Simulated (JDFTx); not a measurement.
# As (R-3m) in JDFTx: relaxation of cell and atoms with PBEsol

Aim: the relaxation of cell and atoms of As with PBEsol.

Everything below comes from runs of JDFTx 1.7.0 (patched build). Logs are shortened: lines on timing, memory, paths and dates and some standing lists are left out, and cuts for length are marked. The log counts tension as positive stress, the text compression.

### Step 1. The crystal as given

Symmetry: R-3m, No. 166, trigonal system. The conventional cell has a = 3.762 Å, b = 3.762 Å, c = 10.542 Å, α = 90.00°, β = 90.00°, γ = 120.00°. As (site symmetry 3m) has 3 As at 2.51 Å as nearest neighbours.

### Step 2. Relaxation of cell and atoms, PBEsol

As.in reads:

```
lattice \
    3.5541910346    -3.5541910346     0.0000000000 \
    2.0520131505     2.0520131505    -4.1040263011 \
    6.6406147546     6.6406147546     6.6406147546
coords-type Lattice
ion As     0.2260000000     0.2260000000     0.2260000000 1
ion As     0.7740000000     0.7740000000     0.7740000000 1

ion-species pseudo/As.upf
elec-cutoff 42 336
elec-ex-corr gga-PBEsol
kpoint-folding 7 7 7
elec-smearing Fermi 0.0018374661
elec-n-bands 22
electronic-SCF nIterations 100 energyDiffThreshold 1e-09
electronic-minimize nIterations 30 energyDiffThreshold 1e-7
forces-output-coords Cartesian
lattice-minimize nIterations 40 energyDiffThreshold 1e-6

dump-name run.$VAR
dump End Ecomponents EigStats BandEigs Kpoints Forces Stress ElecDensity Dtot KEdensity
```

Potentials or basis: PseudoDojo-SR-PBEsol-0.4.1-standard with smoothed tails.

Command:

```
$ jdftx -c 1 -i As.in -o As.out
```

The program printed:

```text
*************** JDFTx 1.7.0 (patched build) ***************

Input parsed successfully to the following command list (including defaults):
[... the input with its defaults ...]

---------- Setting up symmetries ----------

Non-trivial transmission matrix:
[   1   0   0  ]
[  -1   1   0  ]
[   0  -1   1  ]
with reduced lattice vectors:
[      7.108382     -3.554191      0.000000  ]
[      0.000000      6.156039     -4.104026  ]
[      0.000000      0.000000      6.640615  ]

Found 12 point-group symmetries of the bravais lattice
Found 12 space-group symmetries with basis
Applied RMS atom displacement 0 bohrs to make symmetries exact.

---------- Initializing the Grid ----------
R =
[      3.55419     -3.55419            0  ]
[      2.05201      2.05201     -4.10403  ]
[      6.64061      6.64061      6.64061  ]
unit cell volume = 290.59
G =
[   0.883912   0.510327   0.315392  ]
[  -0.883912   0.510327   0.315392  ]
[ 6.89868e-18   -1.02065   0.315392  ]
Minimum fftbox size, Smin = [  68  68  68  ]
Chosen fftbox size, S = [  70  70  70  ]

---------- Initializing tighter grid for wavefunction operations ----------
R =
[      3.55419     -3.55419            0  ]
[      2.05201      2.05201     -4.10403  ]
[      6.64061      6.64061      6.64061  ]
unit cell volume = 290.59
G =
[   0.883912   0.510327   0.315392  ]
[  -0.883912   0.510327   0.315392  ]
[ 6.89868e-18   -1.02065   0.315392  ]
Minimum fftbox size, Smin = [  48  48  48  ]
Chosen fftbox size, S = [  48  48  48  ]

---------- Exchange Correlation functional ----------
Initalized PBEsol GGA exchange.
Initalized PBEsol GGA correlation.

---------- Setting up pseudopotentials ----------
Width of ionic core gaussian charges (only for fluid interactions / plotting) set to 0

Reading pseudopotential file 'pseudo/As.upf':
  'As' pseudopotential, 'PBESOL' functional
  Generated using ONCVPSP code by D. R. Hamann
  15 valence electrons, 3 orbitals, 6 projectors, 1001 radial grid points, with lMax = 2
    3D    l: 2   occupation: 10.0   eigenvalue: -1.493596
    4S    l: 0   occupation:  2.0   eigenvalue: -0.532985
    4P    l: 1   occupation:  3.0   eigenvalue: -0.190970
  Core radius for overlap checks: 1.74 bohrs.

Initialized 1 species with 2 total atoms.

Folded 1 k-points by 7x7x7 to 343 k-points.

---------- Setting up k-points, bands, fillings ----------
Reduced to 44 k-points under symmetry.
Computing the number of bands and number of electrons
Calculating initial fillings.
nElectrons:  30.000000   nBands: 22   nStates: 44

----- Setting up reduced wavefunction bases (one per k-point) -----
average nbasis = 3777.315 , ideal nbasis = 3777.882

---------- Setting up ewald sum ----------
Optimum gaussian width for ewald sums = 2.408321 bohr.
Real space sum over 1331 unit cells with max indices [  5  5  5  ]
Reciprocal space sum over 2197 terms with max indices [  6  6  6  ]

---------- Allocating electronic variables ----------
Initializing wave functions:  linear combination of atomic orbitals
Note: number of bands (22) exceeds available atomic orbitals (18)
As pseudo-atom occupations:   s ( 2 )  p ( 3 )  d ( 10 )
	FillingsUpdate:  mu: +0.411214804  nElectrons: 30.000000
LCAOMinimize: Iter:   0  F: -191.8875755332111908  |grad|_K:  5.113e-04  alpha:  1.000e+00
	FillingsUpdate:  mu: +0.412609824  nElectrons: 30.000000
LCAOMinimize: Iter:   1  F: -191.8894158141936259  |grad|_K:  9.125e-06  alpha:  6.479e-01  linmin: -3.052e-02  cgtest:  5.213e-02
LCAOMinimize: Encountered beta<0, resetting CG.
	FillingsUpdate:  mu: +0.412567506  nElectrons: 30.000000
LCAOMinimize: Iter:   2  F: -191.8894166227834148  |grad|_K:  2.714e-07  alpha:  9.121e-01  linmin:  3.394e-03  cgtest: -7.954e-03
	FillingsUpdate:  mu: +0.412567774  nElectrons: 30.000000
LCAOMinimize: Iter:   3  F: -191.8894166235460546  |grad|_K:  1.237e-08  alpha:  9.725e-01  linmin: -1.167e-03  cgtest:  2.963e-02
LCAOMinimize: Converged (|Delta F|<1.000000e-06 for 2 iters).

--------- Lattice Minimization ---------

-------- Electronic minimization -----------
Will mix electronic density at each iteration.
	FillingsUpdate:  mu: +0.412567774  nElectrons: 30.000000
	FillingsUpdate:  mu: +0.397173363  nElectrons: 30.000000
SCF: Cycle:  0   F: -191.939609487799657   dF: -5.019e-02   |Residual|: 5.857e-02   |deigs|: 2.575e-01
	FillingsUpdate:  mu: +0.398416649  nElectrons: 30.000000
SCF: Cycle:  1   F: -191.944734521396867   dF: -5.125e-03   |Residual|: 2.362e-02   |deigs|: 4.965e-03
	FillingsUpdate:  mu: +0.399453477  nElectrons: 30.000000
SCF: Cycle:  2   F: -191.945263070438386   dF: -5.285e-04   |Residual|: 9.734e-03   |deigs|: 1.183e-03
	FillingsUpdate:  mu: +0.399978436  nElectrons: 30.000000
SCF: Cycle:  3   F: -191.945289572694406   dF: -2.650e-05   |Residual|: 1.663e-03   |deigs|: 5.888e-04
	FillingsUpdate:  mu: +0.400066869  nElectrons: 30.000000
SCF: Cycle:  4   F: -191.945291281376939   dF: -1.709e-06   |Residual|: 7.030e-04   |deigs|: 1.201e-04
	FillingsUpdate:  mu: +0.400090069  nElectrons: 30.000000
SCF: Cycle:  5   F: -191.945292268154702   dF: -9.868e-07   |Residual|: 1.226e-04   |deigs|: 9.161e-05
	FillingsUpdate:  mu: +0.400100279  nElectrons: 30.000000
SCF: Cycle:  6   F: -191.945292473145372   dF: -2.050e-07   |Residual|: 5.157e-05   |deigs|: 3.295e-05
	FillingsUpdate:  mu: +0.400104774  nElectrons: 30.000000
SCF: Cycle:  7   F: -191.945292598727377   dF: -1.256e-07   |Residual|: 2.389e-05   |deigs|: 2.873e-05
	FillingsUpdate:  mu: +0.400104825  nElectrons: 30.000000
SCF: Cycle:  8   F: -191.945292633639099   dF: -3.491e-08   |Residual|: 6.337e-06   |deigs|: 2.061e-05
	FillingsUpdate:  mu: +0.400105016  nElectrons: 30.000000
SCF: Cycle:  9   F: -191.945292656732363   dF: -2.309e-08   |Residual|: 4.975e-06   |deigs|: 8.373e-05
	FillingsUpdate:  mu: +0.400105117  nElectrons: 30.000000
SCF: Cycle: 10   F: -191.945292661748852   dF: -5.016e-09   |Residual|: 3.127e-06   |deigs|: 4.463e-05
	FillingsUpdate:  mu: +0.400105136  nElectrons: 30.000000
SCF: Cycle: 11   F: -191.945292665759069   dF: -4.010e-09   |Residual|: 8.334e-07   |deigs|: 4.586e-05
	FillingsUpdate:  mu: +0.400105104  nElectrons: 30.000000
SCF: Cycle: 12   F: -191.945292666636050   dF: -8.770e-10   |Residual|: 5.819e-07   |deigs|: 2.274e-05
	FillingsUpdate:  mu: +0.400105102  nElectrons: 30.000000
SCF: Cycle: 13   F: -191.945292667306177   dF: -6.701e-10   |Residual|: 8.223e-07   |deigs|: 2.955e-05
SCF: Converged (|Delta E|<1.000000e-09 for 2 iters).

Setting wave functions to eigenvectors of Hamiltonian
# Lattice vectors:
R =
[      3.55419     -3.55419            0  ]
[      2.05201      2.05201     -4.10403  ]
[      6.64061      6.64061      6.64061  ]
unit cell volume = 290.59

# Strain tensor in Cartesian coordinates:
[            0            0            0  ]
[            0            0            0  ]
[            0            0            0  ]

# Stress tensor in Cartesian coordinates [Eh/a0^3]:
[ -2.06981e-05            0            0  ]
[            0 -2.06981e-05            0  ]
[            0            0  1.57456e-05  ]

# Ionic positions in lattice coordinates:
ion As   0.226000000000000   0.226000000000000   0.226000000000000 1
ion As   0.774000000000000   0.774000000000000   0.774000000000000 1

# Forces in Cartesian coordinates:
force As   0.000000000000000  -0.000000000000000   0.006597905747847 1
force As  -0.000000000000001  -0.000000000000000  -0.006597905747847 1

# Energy components:
   Eewald =     -119.6707659008737465
       EH =       60.0741669669846203
     Eloc =     -153.0794462890880254
      Enl =     -104.5244610105270056
      Exc =      -47.0109793544068992
 Exc_core =       19.9206482687061097
       KE =      152.3456348556013040
-------------------------------------
     Etot =     -191.9452024636036640
       TS =        0.0000902037024987
-------------------------------------
        F =     -191.9452926673061768

LatticeMinimize: Iter:   0  F: -191.945292667306177  |grad|_K:  9.444e-03

#--- Lowdin population analysis ---
# oxidation-state As +0.037 +0.037

-------- Electronic minimization -----------
Will mix electronic density at each iteration.
	FillingsUpdate:  mu: +0.400105102  nElectrons: 30.000000
	FillingsUpdate:  mu: +0.400121417  nElectrons: 30.000000
SCF: Cycle:  0   F: -191.945371979318395   dF: -3.166e-05   |Residual|: 9.534e-04   |deigs|: 6.156e-05
	FillingsUpdate:  mu: +0.400092249  nElectrons: 30.000000
SCF: Cycle:  1   F: -191.945373372022431   dF: -1.393e-06   |Residual|: 3.539e-04   |deigs|: 3.179e-05
	FillingsUpdate:  mu: +0.400076707  nElectrons: 30.000000
SCF: Cycle:  2   F: -191.945373555392507   dF: -1.834e-07   |Residual|: 1.602e-04   |deigs|: 1.630e-05
	FillingsUpdate:  mu: +0.400069867  nElectrons: 30.000000
SCF: Cycle:  3   F: -191.945373570959191   dF: -1.557e-08   |Residual|: 3.326e-05   |deigs|: 6.862e-06
	FillingsUpdate:  mu: +0.400067302  nElectrons: 30.000000
SCF: Cycle:  4   F: -191.945373574614422   dF: -3.655e-09   |Residual|: 1.631e-05   |deigs|: 3.822e-06
	FillingsUpdate:  mu: +0.400066806  nElectrons: 30.000000
SCF: Cycle:  5   F: -191.945373575558818   dF: -9.444e-10   |Residual|: 2.464e-06   |deigs|: 9.955e-06
	FillingsUpdate:  mu: +0.400066704  nElectrons: 30.000000
SCF: Cycle:  6   F: -191.945373575903176   dF: -3.444e-10   |Residual|: 1.036e-06   |deigs|: 1.111e-05
SCF: Converged (|Delta E|<1.000000e-09 for 2 iters).

Setting wave functions to eigenvectors of Hamiltonian
# Lattice vectors:
R =
[      3.55468     -3.55468            0  ]
[      2.05229      2.05229     -4.10459  ]
[      6.63992      6.63992      6.63992  ]
unit cell volume = 290.639

# Strain tensor in Cartesian coordinates:
[  0.000137096            0            0  ]
[            0  0.000137096            0  ]
[            0            0 -0.000104292  ]

# Stress tensor in Cartesian coordinates [Eh/a0^3]:
[ -1.51369e-05            0            0  ]
[            0 -1.51369e-05            0  ]
[            0            0  2.41899e-05  ]

# Ionic positions in lattice coordinates:
ion As   0.226331189505376   0.226331189505376   0.226331189505368 1
ion As   0.773668810494624   0.773668810494624   0.773668810494632 1

# Forces in Cartesian coordinates:
force As  -0.000000000000001  -0.000000000000002   0.005356100196680 1
force As  -0.000000000000000   0.000000000000001  -0.005356100196680 1

# Energy components:
   Eewald =     -119.7148725042028303
       EH =       60.0295418459829975
     Eloc =     -152.9889149112184157
      Enl =     -104.5258896606794536
      Exc =      -47.0098946334319763
 Exc_core =       19.9206483030177921
       KE =      152.3440983205785528
-------------------------------------
     Etot =     -191.9452832399533690
       TS =        0.0000903359498071
-------------------------------------
        F =     -191.9453735759031758

LatticeMinimize: Iter:   1  F: -191.945373575903176  |grad|_K:  7.706e-03  alpha:  1.000e+00  linmin: -6.450e-01

#--- Lowdin population analysis ---
# oxidation-state As +0.037 +0.037

-------- Electronic minimization -----------
Will mix electronic density at each iteration.
	FillingsUpdate:  mu: +0.400066704  nElectrons: 30.000000
	FillingsUpdate:  mu: +0.404292717  nElectrons: 30.000000
SCF: Cycle:  0   F: -191.852866725375321   dF: -6.903e-01   |Residual|: 3.841e-01   |deigs|: 3.067e-02
	FillingsUpdate:  mu: +0.402872005  nElectrons: 30.000000
SCF: Cycle:  1   F: -191.938942553221835   dF: -8.608e-02   |Residual|: 1.293e-01   |deigs|: 5.980e-03
	FillingsUpdate:  mu: +0.401528009  nElectrons: 30.000000
SCF: Cycle:  2   F: -191.945444368663857   dF: -6.502e-03   |Residual|: 3.752e-02   |deigs|: 2.281e-03
	FillingsUpdate:  mu: +0.401445239  nElectrons: 30.000000
SCF: Cycle:  3   F: -191.945538002240966   dF: -9.363e-05   |Residual|: 7.888e-03   |deigs|: 4.571e-04
	FillingsUpdate:  mu: +0.401284711  nElectrons: 30.000000
SCF: Cycle:  4   F: -191.945569563439790   dF: -3.156e-05   |Residual|: 1.979e-03   |deigs|: 2.357e-04
	FillingsUpdate:  mu: +0.401277580  nElectrons: 30.000000
[... 895 lines left out ...]
-------- Electronic minimization -----------
Will mix electronic density at each iteration.
	FillingsUpdate:  mu: +0.416168678  nElectrons: 30.000000
	FillingsUpdate:  mu: +0.415805747  nElectrons: 30.000000
SCF: Cycle:  0   F: -191.946047304329738   dF: -2.934e-06   |Residual|: 2.750e-04   |deigs|: 4.086e-06
	FillingsUpdate:  mu: +0.415799318  nElectrons: 30.000000
SCF: Cycle:  1   F: -191.946047481307232   dF: -1.770e-07   |Residual|: 1.138e-04   |deigs|: 8.149e-06
	FillingsUpdate:  mu: +0.415796389  nElectrons: 30.000000
[... 2 further cycles ...]
SCF: Cycle:  4   F: -191.946047505758088   dF: -6.731e-10   |Residual|: 5.110e-06   |deigs|: 6.336e-07
	FillingsUpdate:  mu: +0.415794587  nElectrons: 30.000000
SCF: Cycle:  5   F: -191.946047505983671   dF: -2.256e-10   |Residual|: 1.323e-06   |deigs|: 4.895e-07
SCF: Converged (|Delta E|<1.000000e-09 for 2 iters).

Setting wave functions to eigenvectors of Hamiltonian
# Lattice vectors:
R =
[      3.58209     -3.58209            0  ]
[      2.06812      2.06812     -4.13624  ]
[      6.33272      6.33272      6.33272  ]
unit cell volume = 281.484

# Strain tensor in Cartesian coordinates:
[   0.00784865            0            0  ]
[            0   0.00784865  2.33842e-13  ]
[            0  2.33534e-13    -0.046365  ]

# Stress tensor in Cartesian coordinates [Eh/a0^3]:
[  9.23548e-07            0            0  ]
[            0  9.23548e-07            0  ]
[            0            0  1.61917e-06  ]

# Ionic positions in lattice coordinates:
ion As   0.229999641156081   0.229999641156081   0.229999641155986 1
ion As   0.770000358843919   0.770000358843919   0.770000358844014 1

# Forces in Cartesian coordinates:
force As   0.000000000000000  -0.000000000000000  -0.000001181389386 1
force As   0.000000000000001  -0.000000000000001   0.000001181389386 1

# Energy components:
   Eewald =     -121.6587621318848988
       EH =       58.6096044258410274
     Eloc =     -149.6248054971657098
      Enl =     -104.5384407172372505
      Exc =      -47.0167465743506483
 Exc_core =       19.9206481418401076
       KE =      152.3624765495888767
-------------------------------------
     Etot =     -191.9460258033684852
       TS =        0.0000217026151941
-------------------------------------
        F =     -191.9460475059836710

LatticeMinimize: Iter:  15  F: -191.946047505983671  |grad|_K:  8.842e-05  alpha:  4.606e-01  linmin: -1.173e-02
LatticeMinimize: Converged (|Delta F|<1.000000e-06 for 2 iters).

#--- Lowdin population analysis ---
# oxidation-state As +0.036 +0.036

Dumping 'run.eigStats' ...
	eMin: -0.917713 at state 0 ( [ +0.000000 +0.000000 +0.000000 ] spin 0 )
	HOMO: +0.409541 at state 35 ( [ +0.285714 +0.285714 +0.428571 ] spin 0 )
	mu  : +0.415795
	LUMO: +0.421774 at state 3 ( [ +0.000000 +0.000000 +0.428571 ] spin 0 )
	eMax: +0.926675 at state 28 ( [ +0.142857 +0.428571 -0.428571 ] spin 0 )
	HOMO-LUMO gap: +0.012234
	Optical gap  : +0.028168 at state 3 ( [ +0.000000 +0.000000 +0.428571 ] spin 0 )
Done!
```

Wall time 15 min (1 thread of AMD EPYC 9B45 (Zen 5), shared host); peak memory 0.23 GiB.

Results:

- Free energy: -5223.1180 eV
- Relaxed volume: 20.86 Å³/atom
- Relaxed cell: a = 4.003 Å, b = 4.003 Å, c = 4.003 Å, α = 56.53°, β = 56.53°, γ = 56.53°
- Space group after relaxing (to 0.05 Å): R-3m (No. 166)
- Energy gained by relaxing: 10.3 meV/atom
- Ionic steps: 16
- Pressure after relaxing: 0.0 GPa
- Band gap on the k mesh: 0.33 eV, indirect (least direct gap 0.77 eV)

The path:
```
step  energy change (eV)  largest force (eV/Å)  pressure (GPa)  volume (Å³)
   1              0.0000                0.3393            0.25        43.06
   2             -0.0022                0.2754            0.06        43.07
   3             -0.0076                0.0379           -0.56        42.99
   4             -0.0111                0.0207           -0.42        42.64
   5             -0.0122                0.0374           -0.22        42.56
   6             -0.0145                0.0550           -0.03        42.34
   7             -0.0192                0.0903            0.16        41.91
   8             -0.0200                0.0839            0.08        41.76
   9             -0.0201                0.0788            0.12        41.69
  10             -0.0201                0.0532            0.08        41.63
  11             -0.0201                0.0460            0.08        41.61
  12             -0.0202                0.0035            0.02        41.55
  13             -0.0203                0.0059            0.00        41.58
  14             -0.0205                0.0111            0.06        41.60
  15             -0.0205                0.0122           -0.11        41.73
  16             -0.0205                0.0001           -0.03        41.71
```

Final structure:
```
As
1.0
     1.89556    1.09440    3.35113
    -1.89556    1.09440    3.35113
     0.00000   -2.18880    3.35113
As
2
Direct
  0.23000 0.23000 0.23000
  0.77000 0.77000 0.77000
```

Levels at points of the mesh, in eV from the valence-band top:
```tsv
k point	band 11	band 12	band 13	band 14	band 15	band 16	band 17	band 18	band 19
(0.00, 0.00, 0.00)	-14.92	-5.34	-2.08	-1.87	-1.87	2.34	3.36	3.36	6.69
```

Caveat: an odd mesh through Γ misses points on the zone boundary, where band edges often lie.
